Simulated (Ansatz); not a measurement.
Set up this calculation in Ansatz 0.2.0, as the native input.

```yaml
Task: relaxation of cell and atoms
Functional: PBEsol
Potentials_or_basis: Ansatz PAW
Cutoff: "420 eV (not typed: the program's choice for these potentials)"
k_mesh: 7 × 7 × 7
Occupations: fermi-dirac, width 0.05 eV
Spin: no spin polarisation
```

CdTe:

```
Te Cd
1.0
     0.00000    3.20500    3.20500
     3.20500    0.00000    3.20500
     3.20500    3.20500    0.00000
Te Cd
1 1
Cartesian
  4.8075 4.8075 4.8075
  0.0000 0.0000 0.0000
```

One way to write it, as run:

input.yaml

```yaml
crystal:
  lattice:
    - [0.0, 3.205, 3.205]
    - [3.205, 0.0, 3.205]
    - [3.205, 3.205, 0.0]
  atoms:
    - { symbol: Te, position: [0.75, 0.75, 0.75] }
    - { symbol: Cd, position: [0.0, 0.0, 0.0] }
hamiltonian:
  xc: pbesol
  pseudopotentials: { kind: paw }
kpoints:
  mp_grid: { grid: [7, 7, 7] }
scf:
  occupations: { method: fermi_dirac, width: 0.05 }
output:
  forces: true
  stress: true
  write_density: true
  write_potential: true
  elf: true
  volumetric_format: npy
relax:
  f_tol: 0.01
  max_steps: 40
  cell: { stress_tol: 0.05 }
```

Potentials or basis: Ansatz PAW.

Launch:

```console
$ ansatz run input.yaml --threads 2 --pin off --max-ram 5120MiB --backend cpu --events-out ev --progress --plain --runs-dir out
```

It gave:

```yaml
Relaxed_volume: 34.16 Å³/atom
Relaxed_cell: a = 4.589 Å, b = 4.589 Å, c = 4.589 Å, α = 60.00°, β = 60.00°, γ = 60.00°
Space_group_after_relaxing_to_0.05_Å: F-43m (No. 216)
Energy_gained_by_relaxing: 6.2 meV/atom
Ionic_steps: 5
Pressure_after_relaxing: 0.0 GPa
Band_gap_on_the_k_mesh: 0.65 eV, direct
```

Caveat: odd divisions of the mesh miss points on the zone boundary, where band edges often lie, so the gap on the mesh can be too wide; the plane-wave basis is chosen anew once the cell has moved, so the energies of steps on either side of that aren't comparable; spin-orbit coupling is left out, which moves the levels of the heavy elements; the PAW data sets come from PBE, with cores solved anew for the run's functional, which leaves a small shift of forces and pressure.

Wall time 7.8 s on 2 threads of Arm Neoverse V1, with other jobs on the host, peak memory 0.36 GiB.
